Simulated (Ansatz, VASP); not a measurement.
Sn in VASP and in Ansatz

Contents of INCAR:

```
SYSTEM = Sn
PREC     = Accurate       ! precision mode
ENCUT    = 520            ! plane-wave cutoff, eV
EDIFF    = 1E-7           ! SCF threshold, eV
ISMEAR   = -1             ! smearing method
SIGMA    = 0.05           ! smearing width, eV
LREAL    = .FALSE.        ! projectors in reciprocal space
LASPH    = .TRUE.         ! aspherical terms in the spheres
NELM     = 100            ! most SCF steps
ALGO     = Normal         ! electronic algorithm
ISIF     = 2              ! what is computed and relaxed
LWAVE    = .FALSE.        ! write WAVECAR
LCHARG   = .FALSE.        ! write CHGCAR
GGA      = PE             ! functional
NBANDS   = 13             ! bands
```

Contents of KPOINTS:

```
Automatic mesh
0
G
  11 11 11
  0 0 0
```

The input POSCAR:

```
Sn
1.0
   -1.6657680000      1.7656330000      2.2958090000
    1.7444190000     -1.7990580000      2.3792620000
    1.6823800000      1.8152120000     -2.3211890000
Sn
1
Direct
   -0.0049540000     -0.0116520000     -0.0033020000
```

The input input.yaml:

```yaml
crystal:
  lattice:
    - [-1.665768, 1.765633, 2.295809]
    - [1.744419, -1.799058, 2.379262]
    - [1.68238, 1.815212, -2.321189]
  atoms:
    - { symbol: Sn, position: [-0.004954, -0.011652, -0.003302] }
hamiltonian:
  xc: pbe
  pseudopotentials: { kind: paw }
kpoints:
  mp_grid: { grid: [11, 11, 11] }
scf:
  occupations: { method: fermi_dirac, width: 0.05 }
output:
  forces: true
  stress: true
  eigenvalues: true
```

Change from the starting cell: cell strained at random at fixed volume.

Alike in both runs: task single point; functional PBE; k mesh 11 × 11 × 11; occupations fermi-dirac, width 0.05 eV; no spin polarisation.

|  | VASP | Ansatz |
| --- | --- | --- |
| version | VASP 6.6.1 | Ansatz 0.2.0 |
| potentials or method | VASP PAW PBE potentials, release 64 (Sn_d) | Ansatz PAW |
| plane-wave cutoff (eV) | 520 | 420 |
| valence electrons in the cell | 14 | 14 |

VASP gave:

| Quantity | Value |
| --- | --- |
| gap on the k mesh at the Fermi level (eV) | none |
| pressure (GPa) | -1.1 |
| largest component of the traceless stress (GPa) | 0.98 |

Question: Estimate Ansatz's values.

Answer: gap on the k mesh at the Fermi level (eV): none; pressure (GPa): -1.0; largest component of the traceless stress (GPa): 0.99.

A gap of «none» marks a metal or a gap that the smearing closes. With one functional, cell and mesh, what is left measures potentials, basis and numerics.
